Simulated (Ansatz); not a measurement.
The system is Al2O3.

```xyz
5
Lattice="2.8843 0.0000 0.0000 -1.4422 2.4979 0.0000 0.0000 0.0000 9.3368" Properties=species:S:1:pos:R:3 pbc="T T T"
Al    0.0000    0.0000    7.9363
Al    0.0000    0.0000    1.4004
O     0.0000    1.6653    7.2610
O     1.4422    0.8326    0.0000
O     0.0000    1.6653    2.0757
```

Measurements of this composition are mostly on another form, of space group No. 167.

Base run:

- Program: Ansatz 0.2.0
- Functional: PBE
- Potentials or basis: Ansatz PAW
- Cutoff: 420 eV (not typed: the program's choice for these potentials)
- k mesh: 11 × 11 × 3
- Occupations: fermi-dirac, width 0.05 eV
- Spin: no spin polarisation

Its results: band gap on the k mesh 4.79 eV, indirect (least direct gap 5.03 eV); pressure 0.1 GPa; largest force 0.042 eV/Å.

Q: The run is repeated on the same cell with these changes: functional from PBE to LDA. What comes out?

A: Band gap on the k mesh 4.76 eV, indirect (least direct gap 5.01 eV); pressure -7.0 GPa; largest force 0.525 eV/Å.

LDA binds more tightly than PBE, so the same cell stands under less pressure.

Caveats: the PAW data sets come from PBE, with cores solved anew for the run's functional, which leaves a small shift of forces and pressure (some runs).
